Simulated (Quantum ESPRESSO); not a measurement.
# 2H-WSe2, 1 layer, stepped through biaxial strain, part 4 of 6

What law, if any, do the results for 2H-WSe2, 1 layer follow against biaxial strain?

Quantum ESPRESSO 7.5; plane-wave DFT, PBE, GBRV ultrasoft pseudopotentials.

So far. Step 3 (Relaxation with pw.x, -4 %): The relaxation lowers the energy by 16 meV an atom. Step 6 (Band structure, -4 %): Along this path the valence top lies at K and the conduction bottom between K and Γ.

## Step 7: Relaxation with pw.x, -3 %

m1.relax.in reads:

```
&control
  prefix = 'm1.relax'
  outdir = './out'
  pseudo_dir = './pseudo'
  nstep = 40
  forc_conv_thr = 0.0003
  calculation = 'relax'
  tstress = .true.
/
&system
  ibrav = 0
  nat = 3
  ntyp = 2
  ecutwfc = 50
  ecutrho = 250
  occupations = 'smearing'
  smearing = 'fd'
  degauss = 0.002
/
&electrons
  conv_thr = 1e-09
  mixing_beta = 0.4
  electron_maxstep = 120
  mixing_mode = 'plain'
/
&ions
/
ATOMIC_SPECIES
  Se  78.9710  se_pbe_v1.uspp.F.UPF
  W   183.8400  w_pbe_v1.2.uspp.F.UPF
CELL_PARAMETERS angstrom
  3.21861453070000 0.00000000000000 0.00000000000000
  -1.60930726535000 2.78740194832000 0.00000000000000
  0.00000000000000 0.00000000000000 18.74034793400000
ATOMIC_POSITIONS crystal
  Se  0.333333333300 0.666666666700 0.410331696300
  W   0.000000000000 0.000000000000 0.500000000000
  Se  0.333333333300 0.666666666700 0.589668303700
K_POINTS automatic
  12 12 1 0 0 0
```

Launch:

```bash
$ OMP_NUM_THREADS=1 mpirun -n 4 pw.x -nk 4 -in m1.relax.in > m1.relax.out
```

The log of the run:

```text
[banner, memory and clock lines left out]
Program PWSCF v.7.5 starts
[...]
Message from routine setup:
[...]
number of electrons       =        26.00
     number of Kohn-Sham states=           17
     kinetic-energy cutoff     =      50.0000  Ry
     charge density cutoff     =     250.0000  Ry
[...]
number of k points=    19  Fermi-Dirac smearing, width (Ry)=  0.0020
[...]
Dense  grid:    75863 G-vectors     FFT dimensions: (  32,  32, 180)
[...]
negative rho (up, down):  6.082E-02 0.000E+00
     Starting wfcs are   21 randomized atomic wfcs
[...]
negative rho (up, down):  6.267E-02 0.000E+00
[...]
estimated scf accuracy    <       0.09519177 Ry
[...]
negative rho (up, down):  6.336E-02 0.000E+00
[...]
estimated scf accuracy    <       0.05990619 Ry
[...]
negative rho (up, down):  6.491E-02 0.000E+00
[...]
estimated scf accuracy    <       0.01668960 Ry
[...]
negative rho (up, down):  6.599E-02 0.000E+00
[...]
estimated scf accuracy    <       0.00077779 Ry
[...]
negative rho (up, down):  6.609E-02 0.000E+00
[...]
estimated scf accuracy    <       0.00003739 Ry
[...]
negative rho (up, down):  6.606E-02 0.000E+00
[...]
estimated scf accuracy    <       0.00000470 Ry
[...]
negative rho (up, down):  6.603E-02 0.000E+00
[...]
estimated scf accuracy    <       0.00000036 Ry
[...]
negative rho (up, down):  6.601E-02 0.000E+00
[...]
estimated scf accuracy    <       0.00000006 Ry
[...]
negative rho (up, down):  6.600E-02 0.000E+00
[...]
estimated scf accuracy    <          4.3E-09 Ry
[...]
negative rho (up, down):  6.600E-02 0.000E+00
[...]
the Fermi energy is     1.3544 ev
!    total energy              =    -246.46154833 Ry
     estimated scf accuracy    <          1.9E-10 Ry
     smearing contrib. (-TS)   =      -0.00000000 Ry
     internal energy E=F+TS    =    -246.46154833 Ry
[...]
one-electron contribution =    -951.99118429 Ry
     hartree contribution      =     477.10543585 Ry
     xc contribution           =    -100.84828756 Ry
     ewald contribution        =     329.27248766 Ry
     convergence has been achieved in  10 iterations
     negative rho (up, down):  6.600E-02 0.000E+00
[...]
Total force =     0.038272     Total SCF correction =     0.000015
[...]
negative rho (up, down):  6.600E-02 0.000E+00
[...]
negative rho (up, down):  6.603E-02 0.000E+00
[...]
negative rho (up, down):  6.601E-02 0.000E+00
[...]
estimated scf accuracy    <       0.00010376 Ry
[...]
negative rho (up, down):  6.602E-02 0.000E+00
[...]
estimated scf accuracy    <       0.00016820 Ry
[...]
negative rho (up, down):  6.602E-02 0.000E+00
[...]
estimated scf accuracy    <       0.00000656 Ry
[...]
negative rho (up, down):  6.602E-02 0.000E+00
[...]
estimated scf accuracy    <       0.00000053 Ry
[...]
negative rho (up, down):  6.602E-02 0.000E+00
[...]
estimated scf accuracy    <       0.00000005 Ry
[...]
negative rho (up, down):  6.602E-02 0.000E+00
[...]
estimated scf accuracy    <          5.5E-09 Ry
[...]
negative rho (up, down):  6.602E-02 0.000E+00
[...]
the Fermi energy is     1.3149 ev
!    total energy              =    -246.46272778 Ry
     estimated scf accuracy    <          1.3E-10 Ry
     smearing contrib. (-TS)   =      -0.00000000 Ry
     internal energy E=F+TS    =    -246.46272778 Ry
[...]
one-electron contribution =    -948.37145742 Ry
     hartree contribution      =     475.30531145 Ry
     xc contribution           =    -100.82315736 Ry
     ewald contribution        =     327.42657554 Ry
     convergence has been achieved in   7 iterations
     negative rho (up, down):  6.602E-02 0.000E+00
[...]
Total force =     0.023456     Total SCF correction =     0.000020
[...]
negative rho (up, down):  6.602E-02 0.000E+00
[...]
negative rho (up, down):  6.605E-02 0.000E+00
[...]
negative rho (up, down):  6.603E-02 0.000E+00
[...]
estimated scf accuracy    <       0.00012527 Ry
[...]
negative rho (up, down):  6.603E-02 0.000E+00
[...]
estimated scf accuracy    <       0.00021035 Ry
[...]
negative rho (up, down):  6.603E-02 0.000E+00
[...]
estimated scf accuracy    <       0.00000847 Ry
[...]
negative rho (up, down):  6.603E-02 0.000E+00
[...]
estimated scf accuracy    <       0.00000063 Ry
[...]
negative rho (up, down):  6.603E-02 0.000E+00
[...]
estimated scf accuracy    <       0.00000006 Ry
[...]
negative rho (up, down):  6.603E-02 0.000E+00
[...]
estimated scf accuracy    <          3.8E-09 Ry
[...]
negative rho (up, down):  6.603E-02 0.000E+00
[...]
the Fermi energy is     1.2700 ev
!    total energy              =    -246.46338356 Ry
     estimated scf accuracy    <          1.1E-10 Ry
     smearing contrib. (-TS)   =      -0.00000000 Ry
     internal energy E=F+TS    =    -246.46338356 Ry
[...]
one-electron contribution =    -944.39119826 Ry
     hartree contribution      =     473.32536849 Ry
     xc contribution           =    -100.79597048 Ry
     ewald contribution        =     325.39841669 Ry
     convergence has been achieved in   7 iterations
     negative rho (up, down):  6.603E-02 0.000E+00
[...]
Total force =     0.007802     Total SCF correction =     0.000009
[...]
negative rho (up, down):  6.603E-02 0.000E+00
[...]
negative rho (up, down):  6.604E-02 0.000E+00
[...]
negative rho (up, down):  6.603E-02 0.000E+00
[...]
estimated scf accuracy    <       0.00002862 Ry
[...]
negative rho (up, down):  6.604E-02 0.000E+00
[...]
estimated scf accuracy    <       0.00004153 Ry
[...]
negative rho (up, down):  6.604E-02 0.000E+00
[...]
estimated scf accuracy    <       0.00000289 Ry
[...]
negative rho (up, down):  6.604E-02 0.000E+00
[...]
estimated scf accuracy    <       0.00000016 Ry
[...]
negative rho (up, down):  6.604E-02 0.000E+00
[...]
estimated scf accuracy    <       0.00000002 Ry
[...]
negative rho (up, down):  6.604E-02 0.000E+00
[...]
estimated scf accuracy    <          5.9E-09 Ry
[...]
negative rho (up, down):  6.604E-02 0.000E+00
[...]
estimated scf accuracy    <          2.3E-10 Ry
[...]
negative rho (up, down):  6.604E-02 0.000E+00
[...]
the Fermi energy is     1.5586 ev
!    total energy              =    -246.46346770 Ry
     estimated scf accuracy    <          1.1E-11 Ry
     smearing contrib. (-TS)   =      -0.00000000 Ry
     internal energy E=F+TS    =    -246.46346770 Ry
[...]
one-electron contribution =    -942.40814762 Ry
     hartree contribution      =     472.33873502 Ry
     xc contribution           =    -100.78259790 Ry
     ewald contribution        =     324.38854281 Ry
     convergence has been achieved in   8 iterations
     negative rho (up, down):  6.604E-02 0.000E+00
[...]
Total force =     0.000242     Total SCF correction =     0.000008
[...]
negative rho (up, down):  6.604E-02 0.000E+00
[...]
```

It took 64 s on 4 MPI ranks of Arm Neoverse V1, shared host; peak memory 0.8 GiB; 4.2 min of CPU time.

Relaxation path:

```
step  energy less that of the first step (eV)  largest force (eV/Å)
   1                                   0.0000                0.6958
   2                                  -0.0160                0.4264
   3                                  -0.0250                0.1418
   4                                  -0.0261                0.0044
```

The atoms that moved most (Å):

```
atom     dx     dy      dz  length
 Se3  0.000  0.000   0.038   0.038
 Se1  0.000  0.000  -0.038   0.038
```

The relaxed structure:

```
CELL_PARAMETERS angstrom
3.21861 0.00000 0.00000
-1.60931 2.78740 0.00000
0.00000 0.00000 18.74035
ATOMIC_POSITIONS crystal
Se 0.33333 0.66667 0.40831
W 0.00000 0.00000 0.50000
Se 0.33333 0.66667 0.59169
```

The relaxation lowers the energy by 9 meV an atom.

Numbers from this step:

* free energy: -3353.3063 eV
* Fermi energy: 1.559 eV

## Step 8: SCF with pw.x, -3 %

m1.scf.in reads:

```
&control
  prefix = 'm1.scf'
  outdir = './out'
  pseudo_dir = './pseudo'
  calculation = 'scf'
  tprnfor = .true.
/
&system
  ibrav = 0
  nat = 3
  ntyp = 2
  ecutwfc = 40
  ecutrho = 200
  occupations = 'smearing'
  smearing = 'fd'
  degauss = 0.002
  nbnd = 17
/
&electrons
  conv_thr = 1e-09
  mixing_beta = 0.4
  electron_maxstep = 120
  mixing_mode = 'plain'
/
ATOMIC_SPECIES
  Se  78.9710  se_pbe_v1.uspp.F.UPF
  W   183.8400  w_pbe_v1.2.uspp.F.UPF
CELL_PARAMETERS angstrom
  3.21861453070000 0.00000000000000 0.00000000000000
  -1.60930726535000 2.78740194832000 0.00000000000000
  0.00000000000000 0.00000000000000 18.74034793400000
ATOMIC_POSITIONS crystal
  Se  0.333333333300 0.666666666700 0.408307983200
  W   0.000000000000 0.000000000000 0.500000000000
  Se  0.333333333300 0.666666666700 0.591692016800
K_POINTS automatic
  12 12 1 0 0 0
```

Launch:

```bash
$ OMP_NUM_THREADS=1 mpirun -n 4 pw.x -nk 4 -in m1.scf.in > m1.scf.out
```

The log of the run:

```text
[banner, memory and clock lines left out]
Program PWSCF v.7.5 starts
[...]
Message from routine setup:
[...]
number of electrons       =        26.00
     number of Kohn-Sham states=           17
     kinetic-energy cutoff     =      40.0000  Ry
     charge density cutoff     =     200.0000  Ry
[...]
number of k points=    19  Fermi-Dirac smearing, width (Ry)=  0.0020
[...]
Dense  grid:    54285 G-vectors     FFT dimensions: (  27,  27, 160)
[...]
negative rho (up, down):  6.664E-02 0.000E+00
     Starting wfcs are   21 randomized atomic wfcs
[...]
negative rho (up, down):  6.768E-02 0.000E+00
[...]
estimated scf accuracy    <       0.09631437 Ry
[...]
negative rho (up, down):  6.801E-02 0.000E+00
[...]
estimated scf accuracy    <       0.06541189 Ry
[...]
negative rho (up, down):  6.894E-02 0.000E+00
[...]
estimated scf accuracy    <       0.01988619 Ry
[...]
negative rho (up, down):  6.964E-02 0.000E+00
[...]
estimated scf accuracy    <       0.00079482 Ry
[...]
negative rho (up, down):  6.972E-02 0.000E+00
[...]
estimated scf accuracy    <       0.00004098 Ry
[...]
negative rho (up, down):  6.971E-02 0.000E+00
[...]
estimated scf accuracy    <       0.00000376 Ry
[...]
negative rho (up, down):  6.970E-02 0.000E+00
[...]
estimated scf accuracy    <       0.00000030 Ry
[...]
negative rho (up, down):  6.969E-02 0.000E+00
[...]
estimated scf accuracy    <       0.00000007 Ry
[...]
negative rho (up, down):  6.968E-02 0.000E+00
[...]
estimated scf accuracy    <          3.8E-09 Ry
[...]
negative rho (up, down):  6.968E-02 0.000E+00
[...]
the Fermi energy is     1.5577 ev
!    total energy              =    -246.45817736 Ry
     estimated scf accuracy    <          1.8E-10 Ry
     smearing contrib. (-TS)   =      -0.00000000 Ry
     internal energy E=F+TS    =    -246.45817736 Ry
[...]
one-electron contribution =    -942.39013367 Ry
     hartree contribution      =     472.32727041 Ry
     xc contribution           =    -100.78385688 Ry
     ewald contribution        =     324.38854279 Ry
     convergence has been achieved in  10 iterations
     negative rho (up, down):  6.968E-02 0.000E+00
[...]
Total force =     0.000474     Total SCF correction =     0.000003
[...]
```

The job ended after 12 s (4 MPI ranks; peak memory 0.46 GiB).

Read from the output:

```
free energy                          : -3353.2343 eV
Fermi energy                         : 1.558 eV
valence top, on the run's zero       : 0.7334 eV
conduction bottom, on the run's zero : 2.244 eV
gap by band count                    : 1.510 eV
```

(Continued in part 5 of 6.)

[Logs are printed without paths, hosts, clocks, repeated set-up lines and the standing remarks that a program may print on its own settings, such as how far it seeks lower states.]

[Hosts, paths, dates, database ids (printed as entryN), source tags and the programs' standing remarks are cut or masked in the printed files.]

[Maps of the electrostatic potential energy from Ansatz leave out the sawtooth potential of an applied field or a dipole correction, so their vacuum need not be flat; planar profiles and work functions include it.]
